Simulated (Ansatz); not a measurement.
AgBr:

```
Ag Br
1.0
     0.00000    2.87015    2.87015
     2.87015    0.00000    2.87015
     2.87015    2.87015    0.00000
Ag Br
1 1
Direct
  0.00000 0.00000 0.00000
  0.50000 0.50000 0.50000
```

Base run:

| Quantity | Value |
| --- | --- |
| Program | Ansatz 0.2.0 |
| Functional | PBEsol |
| Potentials or basis | all-electron LAPW, inner shells corrected to Dirac's equation |
| Cutoff | 214 eV (chosen from the basis error) |
| Basis error allowed | 0.001 eV/atom |
| k mesh | 8 × 8 × 8 |
| Occupations | fermi-dirac, width 0.05 eV |
| Spin | no spin polarisation |

Its results: band gap on the k mesh 0.50 eV, indirect (least direct gap 2.45 eV); pressure -1.6 GPa.

Task: After a change of settings the same cell gave: band gap on the k mesh 1.43 eV, indirect (least direct gap 3.18 eV); pressure 0.5 GPa. Which change was it?
A. potentials or basis from all-electron LAPW, inner shells corrected to Dirac's equation to all-electron LAPW, scalar-relativistic
B. potentials or basis from all-electron LAPW, inner shells corrected to Dirac's equation to all-electron PAW datasets made for the crystal
C. potentials or basis from all-electron LAPW, inner shells corrected to Dirac's equation to all-electron LAPW, non-relativistic

Result: C.

Caveats: relativity is left out, which matters for the heavier elements (some runs).

The runs don't all hold the same shells in valence.
